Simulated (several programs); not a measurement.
## PbS (zincblende) from semi-empirical methods to plane-wave DFT

PbS (zincblende), relaxed with r2SCAN in Ansatz, was computed with several methods. The symmetry is F-43m (No. 216, cubic); a = 6.602 Å in the conventional setting, 35.97 Å³ an atom. Around Pb lie 4 S at 2.86 Å; around S lie 4 Pb at 2.86 Å. All values are calculated for a non-magnetic cell, which may be hypothetical.

```
Pb S
1.0
     0.00000    3.30098    3.30098
     3.30098    0.00000    3.30098
     3.30098    3.30098    0.00000
Pb S
1 1
Direct
  0.00000 0.00000 0.00000
  0.25000 0.25000 0.25000
```

Gaps and times are for a single point on this cell; volume and bulk modulus come from each method's own relaxation or energy curve at fixed shape. Times are rough, from shared hosts (Arm Neoverse V1; Arm Neoverse V2; Intel Xeon Platinum 8375C CPU @ 2.90GHz), and each method has its own mesh and cell size. A star marks a curve whose lowest point is an end point. PM6 (MOPAC), PM7 (MOPAC), GFN1-xTB (tblite), GFN2-xTB (tblite) treat a cluster of cells at its zone centre, which samples few k points: where these miss a band edge, the gap comes out too large for that reason alone. Gaps from k meshes are read at a limited set of points (mesh, symmetry points, PBE's band edges), so each method's own least gap may be somewhat smaller. xTB and the PM methods were fitted mostly to molecules, and can miss a solid's gap by electronvolts. Minimal bases can be far off for gaps. Times of the plane-wave ladder aren't listed, since it ran on unlike processors and cards. GLLB-SC's gap includes the derivative discontinuity. G0W0 is at finite bands, cutoff and mesh. d marks a direct gap, i an indirect one (no mark: not told apart), a dash a value that wasn't computed or didn't pass its checks.

```tsv
method	kind	gap (eV)	own volume (Å³/atom)	bulk modulus (GPa)	atoms computed	processor time
PBEsol	semilocal	–	35.06	–	2	–
light PBE (260 eV and a coarse mesh)	light plane-wave	0.82 i	–	–	2	0.85 s
GFN1-xTB (tblite)	tight binding	1.74	32.51*	63*	cluster	1.2 s
PBE/single zeta (GPAW)	small basis	0.95 i	–	–	2	2.2 s
PBE	semilocal	0.80 i	36.71	35	2	–
GFN2-xTB (tblite)	tight binding	2.49	32.10*	49*	cluster	2.6 s
LDA	semilocal	0.61 i	33.93	–	2	–
PBE/SZV (CP2K)	small basis	0.36 i	33.85	58	2	3.6 s
r2SCAN	semilocal	0.95 i	35.97	38	2	–
PBE/DZVP (CP2K)	small basis	0.67 i	36.82	35	2	7.2 s
PM7 (MOPAC)	semi-empirical	6.79	–	–	cluster	8.2 s
PM6 (MOPAC)	semi-empirical	4.03	–	–	cluster	8.5 s
GLLB-SC (GPAW)	model potential	1.94	–	–	2	9.9 s
PBE+SOC	semilocal	0.71 i	–	–	2	–
G0W0@r2SCAN (180 eV screening cutoff)	many-body	1.41	–	–	2	–
G0W0@PBE (260 eV screening cutoff)	many-body	1.36	–	–	2	–
G0W0@HSE06 (180 eV screening cutoff)	many-body	1.55	–	–	2	–
PBE0	hybrid	1.94 i	–	–	2	–
HSE06	hybrid	1.29 i	36.07	–	2	–
G0W0@LDA (140 eV screening cutoff)	many-body	1.23	–	–	2	–
DDH-PBE0	hybrid	1.44 i	–	–	2	–
r2SCANh	hybrid	1.37 i	–	–	2	–
r2SCAN0	hybrid	2.01 i	–	–	2	–
G0W0@PBE0 (180 eV screening cutoff)	many-body	1.74	–	–	2	–
HSE06+SOC	hybrid	1.16 i	–	–	2	–
```

Against HSE06 (1.29 eV) and with closed or daggered gaps left aside, the nearest gap at the points sampled is that of G0W0@LDA (140 eV screening cutoff) (-0.06 eV) and the farthest that of PM7 (MOPAC) (+5.50 eV). HSE06 is only a yardstick of convenience, and nearness to it can be luck.

Volumes against r2SCAN's: PBEsol -2.5 %, PBE +2.1 %, LDA -5.7 %, PBE/SZV (CP2K) -5.9 %, PBE/DZVP (CP2K) +2.4 %, HSE06 +0.3 %.

Only the rows marked +SOC include spin-orbit coupling.
